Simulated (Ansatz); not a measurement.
## Sensitivity of the G0W0 gap of Te2Mo (2H monolayer)

Aim: change settings of a G0W0 run on Te2Mo (2H monolayer) and see what moves.

Program: Ansatz 0.2.0. Level of theory: G0W0 on PBE, plane waves, PAW. Results are calculated unless marked as measured.

## 1. Starting point

The cell holds 3 atoms: 1 Mo and 2 Te. Cell: a = 3.555 Å, b = 3.555 Å, c = 30.400 Å, α = 90.0°, β = 90.0°, γ = 120.0°. Vacuum lies along c.

The structure was relaxed with PBE. The runs that relaxed it are not among those shown. Spin-orbit coupling is left out unless a step names it. The default PAW set here is soft_2. Its files were made with PBE. The Coulomb interaction is cut off across the vacuum.

## 2. The base run: 9×9×1 mesh, 405 empty bands, screening to 66 eV

Now the one-shot GW correction: screening in the RPA, then the self-energy of the levels asked for.

Contents of input.yaml:

```yaml
crystal:
  lattice:
    - [3.5550178363, 0.0, 0.0]
    - [-1.7775089182, 3.0787357571, 0.0]
    - [0.0, 0.0, 30.4]
  atoms:
    - { symbol: Mo, position: [0.3333333333, 0.6666666667, 0.5] }
    - { symbol: Te, position: [0.6666666667, 0.3333333333, 0.5594686411] }
    - { symbol: Te, position: [0.6666666667, 0.3333333333, 0.4405313589] }
  periodic: [true, true, false]
kpoints:
  mp_grid: { grid: [9, 9, 1] }
hamiltonian:
  xc: pbe
scf:
  occupations: { method: fixed }
gw:
  n_empty_bands: 405
  ecut_chi: 66.0
  qp_bands: [v2, c2]
  qp_kpoints: band_edges
  screening: { model: contour_deformation }
```

The run is started by

```bash
> ansatz run input.yaml --threads 3 --pin off --max-ram 92160MiB --backend cuda --events-out ev --progress --plain --runs-dir out --devices 1 --max-vram 13GiB
```

Numbers of over 12 decimals in the logs are rounded to 6 here.

Output:

```text
GPUs: using 1 of 1 available (devices: 1).
Engine: ansatz 0.2.0, x86_64-unknown-linux-gnu
Pseudopotentials: kind: paw
Pseudopotential: Mo, paw, valence charge 14, recommended cutoff 420 eV (normal), Mo.paw.azcp
Pseudopotential: Te, paw, valence charge 16, recommended cutoff 420 eV (normal), Te.paw.azcp
Functional definition: PBE
  parameter kappa = 0.804
  parameter beta = 0.066725
  exchange = pbe_x(kappa = kappa, mu = beta*pi^2/3)
  correlation = pbe_c(beta = beta)
device memory: the entry about to start is reckoned to put 1.9 GiB on a device that reports 54.3 GiB free (of which the cap on the GPU budget leaves the run 13.0 GiB)
GPU FFT provider: cuFFT
GPU libraries: cuBLAS 13.8.2, cuFFT 12.4.0, cuSOLVER 12.3.4
Crystal: 3 atoms, lattice volume = 332.727 Å³
Basis set: ecut = 420 eV, 6407 PW (Γ)
Bands: 28, of which v1, the nominal top of the filled ones, is band 23 counted from 1 (22 counted from 0)
Symmetry: 12 space group operations
Space group: P-6m2 (ITA 187), of the structure as read, at distance tolerance 6.9e-5 Å
k-points: 12 of 81 (time reversal used)
Non-local potential: Mo, projectors of the file, l = 0: 3, l = 1: 2, l = 2: 2, l = 3: 1
Non-local potential: Te, projectors of the file, l = 0: 2, l = 1: 2, l = 2: 2, l = 3: 2
PAW form: soft (Blöchl's): semilocal exchange-correlation on the pseudo side does not see the compensation charge
PAW one-centre angular grid: Mo, 590 points (default); XC on 64 Gauss nodes
PAW one-centre angular grid: Te, 590 points (default); XC on 64 Gauss nodes
Initial density: superposition of atomic densities (neutral atoms: chi_scale 0, normalization atom), corrected by the library's trained network
Initial wavefunctions: pseudopotential atomic-orbital guess
GPU buffer pool allocated for 124416 grid points (all kernels)
GPU transforms: local potential and band sums: pruned to the plane-wave sphere, on 24×24×216
Functional: x = pbe(κ = 0.804, μ = 0.219515), c = pbe(β = 0.066725)
SCF iter   1: F=—  HF=-18916.724237 eV  |F-HF|=—  |Δ(HF+E_count)|=         —  Δρ=2.27e-3  dr2=6.05e-3  ethr=1.77e-3  ⟨swp⟩=7.3  Hψ=1648  notcnv=0  defer=35
preconditioner: auto → Resta (q_TF=auto, 1.962 Å⁻¹)  ε∞=2.4  [insulator: Δε(μ)=1.091 eV  Ē_g=7.182 eV  n_scr=18 (ndim 8)  ℏωp=8.6 eV  f_vac=0.747  ε∞_Penn≈2.4  vacuum switching on, ρ_ref=3.7e-3 e/Å³]
SCF iter   2: F=—  HF=-18916.726907 eV  |F-HF|=—  |Δ(HF+E_count)|=   2.67e-3  Δρ=1.20e-3  dr2=1.67e-3  ethr=1.32e-5  ⟨swp⟩=4.4  Hψ=865  notcnv=0  defer=36
SCF iter   3: F=—  HF=-18916.729791 eV  |F-HF|=—  |Δ(HF+E_count)|=   2.88e-3  Δρ=6.15e-4  dr2=3.64e-3  ethr=3.63e-6  ⟨swp⟩=3.1  Hψ=635  notcnv=0  defer=36
SCF iter   4: F=—  HF=-18916.729418 eV  |F-HF|=—  |Δ(HF+E_count)|=   3.73e-4  Δρ=1.46e-4  dr2=1.33e-4  ethr=3.63e-6  ⟨swp⟩=2.5  Hψ=446  notcnv=0  defer=36
[...]
E_vpaw       = -905.180656  (= ΣTr[D̂ρ^β])
  E_aug_tail   = -0.000319  (compensation charges beyond the density's cutoff)
  E_ewald      = 45956.990510
  E_smearing   = -0.000000  (= −TS)
  E_closure    = -0.000000  (closes the sum)
  Σ components = -18916.729437   (vs F -18916.729437, Δ=0.00e0)
--- Band table (eV; the first three rows and the last of 12) ---
  k-point 0: bands = [... 19 lower, -6.5072, -5.7409, -5.7409, -5.3199, -1.8302 (-1.8302°), -1.8302 (-1.8302°), -1.5599, -1.5599, ... 1 higher]
  k-point 1: bands = [... 19 lower, -6.3720, -5.9549, -5.6299, -5.3430, -2.4195, -2.3893, -1.8998, -1.6940, ... 1 higher]
  k-point 2: bands = [... 19 lower, -6.4169, -6.0081, -5.8930, -5.5513, -3.2757, -2.7401, -2.5736, -1.4532, ... 1 higher]
  k-point 11: bands = [... 19 lower, -7.7810, -7.7761, -6.5923, -4.8694, -3.7917, -2.9895, -2.3722, -0.8669, ... 1 higher]
  ° read free of the cell's end (the report's vacuum.weakly_bound_levels)
--- G₀W₀: contour deformation, 7 samples at zero and on the imaginary axis and 3 off it, 81 q-points, 405 empty bands' worth ---
  eigenvalues of the whole cell's RPA ε∞ on this k-mesh (on a slab, of 1 + 4πα/V) = 1.1996, 5.2422, 5.2422; static W/v taken at q = 0 is 0.398447
  bands read: the sum over 428 bands ends inside a degenerate multiplet in 1 slot, whose members it reads at an even weight; the widest, k=0: bands 428 to 429 (counted from 1) at 1/2 each
  gw.qp_kpoints: band_edges: 11 of 12 stored k-points solved, in 1 pass; an edge of the gap read off the rows below is read off those points alone
    valence top: of the k-points left out ik 2 came nearest to being solved in a further pass, in band 23 (counted from 1, as in the quasiparticle table): it holds the edge there only if its correction is more favourable than any solved in that band by at least 0.682 eV; those differ by 0.302 eV
    conduction bottom: of the k-points left out ik 2 came nearest to being solved in a further pass, in band 24 (counted from 1, as in the quasiparticle table): it holds the edge there only if its correction is more favourable than any solved in that band by at least 0.355 eV; those differ by 0.195 eV
    ik  band        ε_KS         Σx   Σc(E_QP)       V_xc       Z   E_QP_lin       E_QP  E_QP is
     0    22     -5.7409   -19.6365     0.9995   -18.7537  0.6973    -5.6246    -5.6241  root
     0    23     -5.3199   -17.8392     0.8077   -17.0459  0.6889    -5.3054    -5.3054  root
     0    24     -1.8302   -12.5591    -3.7445   -16.7845  0.6893    -1.3322    -1.3492  root
     0    25     -1.8302   -12.5591    -3.7445   -16.7845  0.6893    -1.3322    -1.3492  root
     1    22     -5.6299   -17.3051     1.1779   -15.9758  0.7137    -5.7823    -5.7814  root
     1    23     -5.3430   -18.0446     0.8075   -17.2672  0.6884    -5.3129    -5.3128  root
     1    24     -2.4195   -12.8186    -3.6245   -16.9878  0.7092    -1.8583    -1.8748  root
     1    25     -2.3893   -12.3108    -3.7885   -16.5456  0.6790    -1.9263    -1.9431  root
[...]
11    22     -6.5923   -18.2883     1.9738   -16.1415  0.6802    -6.7673    -6.7653  root
    11    23     -4.8694   -18.2090     0.2237   -18.1071  0.6887    -4.7480    -4.7476  root
    11    24     -3.7917   -15.3738    -3.5609   -19.5768  0.6837    -3.1305    -3.1495  root
    11    25     -2.9895   -12.8799    -3.7189   -17.1910  0.7067    -2.3798    -2.3973  root
[key lines of the parts left out:]
SCF converged after 7 iterations
Free energy (F): -18916.729437 eV
Fermi energy:    -4.869433 eV
```

Elapsed: 74 s, on 1 × NVIDIA H100 80GB HBM3 (shared by 6 runs) with 3 threads of AMD EPYC 7R13 (Zen 3), shared host; peak memory 2.2 GiB.

Numbers from this step:

```yaml
bands_summed: 428
plane_waves_in_the_screening_matrix: 419
q_points_in_the_mesh: 81
g0w0_gap_on_the_mesh: 1.598 eV
k_of_the_valence_top: 0.3333, 0.3333, 0
k_of_the_conduction_bottom: 0.3333, 0.3333, 0
starting_gap_on_the_mesh: 1.078 eV
z_at_the_valence_top: 0.6887
z_at_the_conduction_bottom: 0.6837
least_direct_g0w0_gap_on_the_computed_points: 1.598 eV
```

The gap on the mesh goes from 1.08 eV to 1.60 eV, a correction of +0.52 eV. Between the two edge states, bare exchange in place of the xc potential would open the gap by 4.30 eV, and correlation takes back 3.78 eV.

## 3. Variant: frequency model

input.yaml, as its differences from that of step 2:

```diff
@@ -21,2 +21,2 @@
   qp_kpoints: band_edges
-  screening: { model: contour_deformation }
+  screening: { model: godby_needs }
```

Output:

```text
GPUs: using 1 of 1 available (devices: 1).
[...]
GPU FFT provider: cuFFT
GPU libraries: cuBLAS 13.8.2, cuFFT 12.4.0, cuSOLVER 12.3.4
Crystal: 3 atoms, lattice volume = 332.727 Å³
Basis set: ecut = 420 eV, 6407 PW (Γ)
Bands: 28, of which v1, the nominal top of the filled ones, is band 23 counted from 1 (22 counted from 0)
[... 1 set-up line as in the run before ...]
[...]
k-points: 12 of 81 (time reversal used)
[...]
GPU buffer pool allocated for 124416 grid points (all kernels)
[...]
SCF iter   1: F=—  HF=-18916.724237 eV  |F-HF|=—  |Δ(HF+E_count)|=         —  Δρ=2.27e-3  dr2=6.05e-3  ethr=1.77e-3  ⟨swp⟩=7.3  Hψ=1648  notcnv=0  defer=35
[...]
SCF iter   7: F=-18916.729437 eV  HF=-18916.729437 eV  |F-HF|=4.05e-8  |Δ(HF+E_count)|=   4.71e-7  Δρ=2.17e-6  dr2=2.00e-8  ethr=2.17e-10  ⟨swp⟩=18.9  Hψ=2041  notcnv=0
SCF 1 converged in 7 iterations: F = -18916.729437 eV  dr2 = 2.00e-8
[...]
NSCF: frozen V_eff on 12 k-points, pencils in batches of 32, up to order 112
[...]
NSCF: frozen V_eff on 12 k-points
G₀W₀ screening: q 1/12
[... further progress lines ...]
[...]
SCF converged after 7 iterations
Free energy (F): -18916.729437 eV
[...]
Internal energy: -18916.729437 eV  (E = F + TS)
E sigma→0 (E₀):  -18916.729437 eV
Fermi energy:    -4.869433 eV
[...]
--- Band table (eV; the first three rows and the last of 12) ---
  k-point 0: bands = [... 19 lower, -6.5072, -5.7409, -5.7409, -5.3199, -1.8302 (-1.8302°), -1.8302 (-1.8302°), -1.5599, -1.5599, ... 1 higher]
  k-point 1: bands = [... 19 lower, -6.3720, -5.9549, -5.6299, -5.3430, -2.4195, -2.3893, -1.8998, -1.6940, ... 1 higher]
  k-point 2: bands = [... 19 lower, -6.4169, -6.0081, -5.8930, -5.5513, -3.2757, -2.7401, -2.5736, -1.4532, ... 1 higher]
  k-point 11: bands = [... 19 lower, -7.7810, -7.7761, -6.5923, -4.8694, -3.7917, -2.9895, -2.3722, -0.8669, ... 1 higher]
  ° read free of the cell's end (the report's vacuum.weakly_bound_levels)
--- G₀W₀: ω_p = 32.3435 eV, 81 q-points, 405 empty bands' worth ---
[...]
GN-PPA: 7701916/13311271 pairs with Re ω̃² < 0 across q-mesh
[...]
0    22     -5.7409   -19.6365     0.9590   -18.7537  0.7692    -5.6647    -5.6646  root
     0    23     -5.3199   -17.8392     0.7388   -17.0459  0.7686    -5.3743    -5.3743  root
     0    24     -1.8302   -12.5591    -3.6305   -16.7845  0.7800    -1.2324    -1.2353  root
     0    25     -1.8302   -12.5591    -3.6305   -16.7845  0.7800    -1.2324    -1.2353  root
     1    22     -5.6299   -17.3051     1.1121   -15.9758  0.7801    -5.8475    -5.8472  root
     1    23     -5.3430   -18.0446     0.7410   -17.2672  0.7679    -5.3793    -5.3793  root
     1    24     -2.4195   -12.8186    -3.5479   -16.9878  0.7818    -1.7950    -1.7982  root
     1    25     -2.3893   -12.3108    -3.6612   -16.5456  0.7793    -1.8130    -1.8157  root
[...]
11    22     -6.5923   -18.2883     1.8657   -16.1415  0.7704    -6.8742    -6.8735  root
    11    23     -4.8694   -18.2090     0.1817   -18.1071  0.7660    -4.7896    -4.7896  root
    11    24     -3.7917   -15.3738    -3.4671   -19.5768  0.7639    -3.0519    -3.0557  root
    11    25     -2.9895   -12.8799    -3.6718   -17.1910  0.7772    -2.3468    -2.3501  root
```

Wall time 95 s (1 × NVIDIA H100 80GB HBM3 (shared by 6 runs) with 3 threads); peak memory 3.1 GiB; 3.6 min of CPU time.

The G0W0 gap on the mesh is 1.734 eV.

Against the base:

| setting | base | variant |
| --- | --- | --- |
| frequency model | contour deformation | plasmon pole |

| quantity | variant | base |
| --- | --- | --- |
| starting gap on the mesh | 1.078 | 1.078 |
| G0W0 gap on the mesh | 1.734 | 1.598 |
| least direct G0W0 gap on the computed points | 1.734 | 1.598 |
| Z at the valence top | 0.766 | 0.689 |
| Z at the conduction bottom | 0.764 | 0.684 |

## 4. What came out

* base: 1.60 eV, 74 s
* frequency model: 1.73 eV, 95 s

In words: Frequency model: the gap moves by +0.14 eV. All runs here use a coarse mesh and modest cutoffs; they test settings and are not final values. The mesh in the plane is coarse for a sheet; gap and any exciton binding can still move on denser ones. The many-body steps are scalar-relativistic: spin-orbit coupling is not in them.

[Paths, hosts, dates, memory and timing lines, banners, echoed tables and standing remarks are left out of the program output.]

[Logs are printed without paths, hosts, clocks, repeated set-up lines and the standing remarks that a program may print on its own settings, such as how far it seeks lower states.]

[Runs of the session that timed out or met a known fault of the program may be left out.]

[Cells called generated may have been cut or substituted from an entry of the Crystallography Open Database or the Materials Project.]

[Hosts, paths, dates, database ids (printed as entryN), source tags and the programs' standing remarks are cut or masked in the printed files.]
